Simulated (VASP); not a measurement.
# N (P-1) in VASP: a series of runs, part 2 of 2

VASP 6.6.1. The steps go on from the part before.

## (3) Single point, PBE (volume scaled by 1.04)

Input file INCAR:

```
SYSTEM = N
  ALGO = Normal
  EDIFF = 1E-6
  ENCUT = 520
  GGA = PE
  ISIF = 2
  ISMEAR = -1
  LASPH = .True.
  LCHARG = .True.
  LELF = .True.
  LREAL = .False.
  LVHAR = .True.
  LWAVE = .False.
  NBANDS = 12
  NELM = 60
  PREC = Accurate
  SIGMA = 0.05
```

Input file KPOINTS:

```
k-points
0
Gamma
  12 12 11
  0 0 0
```

Input file POSCAR:

```
N
1.0
    2.5526285616      0.0000000000      0.0000000000
   -1.2763142808      2.2106411808      0.0000000000
    0.0000000000      0.0000000000      2.4781899281
N
2
Direct
    0.3333333333      0.6666666667      0.7500000000
    0.6666666667      0.3333333333      0.2500000000
```

Potentials or basis: VASP PAW PBE potentials, release 64 (N).

Run with:

```
cat potpaw_PBE.64/N/POTCAR > POTCAR
mpirun -np 1 vasp_std > vasp.out
```

OUTCAR:

```text
SYSTEM = N
   EDIFF = 1E-6
   ENCUT = 520
   GGA = PE
   ISIF = 2
   ISMEAR = -1
   LASPH = .True.
   LREAL = .False.
   NELM = 60
   PREC = Accurate

 ion  position               nearest neighbor table
   1  0.333  0.667  0.750-
   2  0.667  0.333  0.250-

  LATTYP: Found a hexagonal cell.
 ALAT       =     2.5526285616
 C/A-ratio  =     0.9708384390

  Lattice vectors:

 A1 = (   2.5526285616,   0.0000000000,   0.0000000000)
 A2 = (  -1.2763142808,   2.2106411808,   0.0000000000)
 A3 = (   0.0000000000,   0.0000000000,   2.4781899281)

Analysis of symmetry for initial positions (statically):
=====================================================================
 Subroutine PRICEL returns:
 Original cell was already a primitive cell.

 Routine SETGRP: Setting up the symmetry group for a
 hexagonal supercell.

 Subroutine GETGRP returns: Found 24 space group operations
 (whereof 12 operations were pure point group operations)
 out of a pool of 24 trial point group operations.

The static configuration has the point symmetry D_3d.
 The point group associated with its full space group is D_6h.

Analysis of symmetry for dynamics (positions and initial velocities):
=====================================================================
 Subroutine PRICEL returns:
 Original cell was already a primitive cell.

 Routine SETGRP: Setting up the symmetry group for a
 hexagonal supercell.

 Subroutine GETGRP returns: Found 24 space group operations
 (whereof 12 operations were pure point group operations)
 out of a pool of 24 trial point group operations.

The dynamic configuration has the point symmetry D_3d.
 The point group associated with its full space group is D_6h.

 Subroutine INISYM returns: Found 24 space group operations
 (whereof 12 operations are pure point group operations),
 and found     1 'primitive' translations

----------------------------------------------------------------------------------------

                                     Primitive cell
[... 120 lines left out ...]
   LEPSILON=     F    determine dielectric tensor
   LRPA    =     F    only Hartree local field effects (RPA)
 non-spin polarized calculation
  energy-cutoff  :      520.00
  volume of cell :       13.98
 maximum number of plane-waves:       405
 NGX is ok and might be reduce to    20
   NGX =  9   NGY =  9   NGZ =  9

 number of electron      10.0000001 magnetization

 Free energy of the ion-electron system (eV)
  ---------------------------------------------------
  ext. energy  EPLUGINS =         0.00000000
  ---------------------------------------------------
  free energy    TOTEN  =        -9.42250098 eV

  energy without entropy =       -9.41458002  energy(sigma->0) =       -9.41854050

 E-fermi :   6.4363     XC(G=0): -12.8235

 val. band max:        6.4262005781   @ k =   0.2500   0.0833   0.4545
 cond. band min:       6.4562535506   @ k =   0.2500   0.2500   0.0000
 fundamental gap:      0.0300529725
 Fermi energy:         6.4363200923

 k-point     1 :       0.0000    0.0000    0.0000
  band No.  band energies     occupation
      1     -15.0459      2.00000
      2       0.3837      2.00000
      3       1.8900      2.00000
      4       4.2160      2.00000
      5       4.2160      2.00000
      6       9.1929      0.00000
      7       9.1929      0.00000
      8      12.3321      0.00000
      9      21.0593      0.00000
     10      24.2171      0.00000
     11      31.4815      0.00000
     12      31.4815      0.00000
[... 331 lines left out ...]
 k-point    24 :       0.3333    0.0000    0.0909
  band No.  band energies     occupation
      1     -12.4128      2.00000
      2      -4.8877      2.00000
      3       2.1583      2.00000
      4       2.3200      2.00000
      5       5.4588      2.00000
      6       7.9669      0.00000
      7      10.3397      0.00000
      8      10.7528      0.00000
      9      21.4417      0.00000
     10      27.3103      0.00000
     11      32.5688      0.00000
     12      34.2332      0.00000

 [... further k-points ...]

------------------------ aborting loop because EDIFF is reached ----------------------------------------

  FORCE on cell =-STRESS in cart. coord.  units (eV):
  Direction    XX          YY          ZZ          XY          YZ          ZX
  --------------------------------------------------------------------------------------
  -------------------------------------------------------------------------------------
  Total        0.5733667      0.5733667     -0.6456830      0.0000000      0.0000000      0.0000000
  in kB       65.6905036     65.6905036    -73.9757632      0.0000000      0.0000000      0.0000000
  external PRESSURE =      19.1350813 kB  Pullay stress =       0.0000000 kB

 VOLUME and BASIS-vectors are now :
 -----------------------------------------------------------------------------
  energy-cutoff  :      520.00
  volume of cell :       13.98
      direct lattice vectors                 reciprocal lattice vectors
     2.552628562  0.000000000  0.000000000     0.391753040  0.226178723  0.000000000
    -1.276314281  2.210641181  0.000000000     0.000000000  0.452357447  0.000000000
     0.000000000  0.000000000  2.478189928     0.000000000  0.000000000  0.403520323

 POSITION                                       TOTAL-FORCE (eV/Angst)
 -----------------------------------------------------------------------------------
     -0.00000      1.47376      1.85864        -0.000000     -0.000000      0.000000
      1.27631      0.73688      0.61955         0.000000      0.000000      0.000000
 -----------------------------------------------------------------------------------
    total drift:                               -0.000000      0.000000      0.000000

  FREE ENERGIE OF THE ION-ELECTRON SYSTEM (eV)
  ---------------------------------------------------
  free  energy   TOTEN  =        -9.4225009842 eV

  energy  without entropy=       -9.4145800183  energy(sigma->0) =       -9.41854050
```

OSZICAR:

```text
N       E                     dE             d eps       ncg     rms          rms(c)
DAV:   1     0.254275671117E+02    0.25428E+02   -0.59796E+03  2808   0.809E+02
DAV:   2    -0.859004462905E+01   -0.34018E+02   -0.32573E+02  3568   0.179E+02
DAV:   3    -0.940900754597E+01   -0.81896E+00   -0.80347E+00  3276   0.236E+01
DAV:   4    -0.941056228627E+01   -0.15547E-02   -0.15546E-02  3064   0.118E+00
DAV:   5    -0.941056397715E+01   -0.16909E-05   -0.16911E-05  3312   0.391E-02    0.205E+00
DAV:   6    -0.941689045545E+01   -0.63265E-02   -0.14455E-03  3080   0.349E-01    0.124E+00
DAV:   7    -0.942242314346E+01   -0.55327E-02   -0.41621E-03  3052   0.601E-01    0.594E-02
DAV:   8    -0.942249371143E+01   -0.70568E-04   -0.41014E-05  3200   0.629E-02    0.280E-02
DAV:   9    -0.942250079123E+01   -0.70798E-05   -0.61446E-06  3028   0.239E-02    0.213E-03
DAV:  10    -0.942250098422E+01   -0.19299E-06   -0.19498E-07  2088   0.442E-03
   1 F= -.94225010E+01 E0= -.94185405E+01  d E =-.792097E-02
```

Wall time 16 s (1 thread of AMD EPYC 7R43 (Zen 3), shared host); peak memory 0.09 GiB.

What came out:

* Free energy: -9.4225 eV
* Pressure: 1.9 GPa
* Band gap on the k mesh: none (metal or under the smearing width)

## (4) Single point, PBE

Input file INCAR:

```
PREC     = Accurate       # precision mode
ENCUT    = 520            # plane-wave cutoff, eV
EDIFF    = 1E-7           # SCF threshold, eV
ISMEAR   = -1             # smearing method
SIGMA    = 0.05           # smearing width, eV
LREAL    = F              # projectors in reciprocal space
LASPH    = T              # aspherical terms in the spheres
NELM     = 100            # most SCF steps
ALGO     = Fast           # electronic algorithm
ISIF     = 2              # what is computed and relaxed
LWAVE    = F              # write WAVECAR
LCHARG   = T              # write CHGCAR
GGA      = PE             # functional
LELF     = T              # ELF
LVHAR    = T            
NBANDS   = 12             # bands
```

Input file KPOINTS:

```
regular mesh
0
Gamma
  7 7 7
```

Input file POSCAR:

```
N
1.0
    2.5194737886      0.0000000000      0.0000000000
   -1.2597368943      2.1819283051      0.0000000000
    0.0000000000      0.0000000000      2.4460020000
N
2
Direct
    0.2758340000      0.6384580000      0.6947660000
    0.6694980000      0.3726370000      0.2660840000
```

Run with:

```
cat potpaw_PBE.64/N/POTCAR > POTCAR
mpirun -np 1 vasp_std > vasp.out
```

It took 11 s on 1 thread of Intel Xeon Platinum 8559C (Emerald Rapids), shared host; peak memory 0.13 GiB.

Results (log left out):

- Free energy: -9.9489 eV
- Pressure: 12.5 GPa
- Largest force: 5.042 eV/Å
- Band gap on the k mesh: none (metal or under the smearing width)

Forces in eV/Å, atoms in the order of the input:
```
N   -0.824  0.056 -4.974
N    0.824 -0.056  4.974
```

Stress tensor (GPa, compression positive):
```
-12.72  -7.38   3.36
 -7.38  20.43   5.79
  3.36   5.79  29.93
```

Levels at points of the mesh, in eV from the Fermi level:
```
           k point  band 3  band 4  band 5  band 6  band 7  band 8
(0.00, 0.00, 0.00)   -4.61   -3.56   -1.36    1.39    4.18    5.69
```

Caveat: the k mesh is coarse (spacing up to 0.41 Å⁻¹), so the values aren't converged; forces of over 1 eV/Å show positions far from the minimum, so gaps and moduli don't describe the material at rest.

## (5) Single point, PBE

Input file INCAR:

```
ALGO = Normal
EDIFF = 1E-6
ENCUT = 520
GGA = PE
ISIF = 2
ISMEAR = -1
LASPH = T
LCHARG = F
LREAL = F
LWAVE = F
NBANDS = 12
NELM = 100
PREC = Accurate
SIGMA = 0.05
```

Input file KPOINTS:

```
k-points
0
Gamma
  7 7 7
```

POSCAR is that of step 4.

Run with:

```
cat potpaw_PBE.64/N/POTCAR > POTCAR
mpirun -np 1 vasp_std > vasp.out
```

Run time: 9.9 s. Hardware: 1 thread of Intel Xeon Platinum 8559C (Emerald Rapids), shared host; peak memory 0.13 GiB.

The run converged. Its results:

```yaml
Free_energy: -9.9489 eV
Pressure: 12.5 GPa
Largest_force: 5.043 eV/Å
Band_gap_on_the_k_mesh: none (metal or under the smearing width)
```

Forces in eV/Å, atoms in the order of the input:
```
N   -0.824  0.056 -4.974
N    0.824 -0.056  4.974
```

Stress tensor (GPa, compression positive):
```
-12.73  -7.38   3.36
 -7.38  20.42   5.79
  3.36   5.79  29.92
```

Levels at points of the mesh, in eV from the Fermi level:
```
           k point  band 1  band 2  band 3  band 4  band 5  band 6  band 7  band 8  band 9  band 10
(0.00, 0.00, 0.00)  -22.33   -5.52   -4.61   -3.56   -1.36    1.39    4.18    5.69   15.76    17.80
```

Caveat: the k mesh is coarse (spacing up to 0.41 Å⁻¹), so the values aren't converged; forces of over 1 eV/Å show positions far from the minimum, so gaps and moduli don't describe the material at rest.

## (6) Overview

```tsv
cell	k mesh	mesh quality	gap on the mesh (eV)	pressure (GPa)
volume scaled by 0.94	12 × 12 × 11	not flagged	none	25.5
volume scaled by 1.04	12 × 12 × 11	not flagged	none	1.9
as given	7 × 7 × 7	coarse	none	12.5
```

Alike in all rows: task single point; level PBE; potentials or basis VASP PAW PBE potentials, release 64 (N); no spin polarisation; cutoff (eV) 520; smearing fermi-dirac 0.05 eV.

Caveats: some runs use coarse meshes; so large a pressure means that the cell lies far from this level's equilibrium, or that cutoff or potentials fall short (some runs); forces of over 1 eV/Å show positions far from the minimum, so gaps and moduli don't describe the material at rest (some runs).

Absolute energies hang on the potentials; compare differences alone.
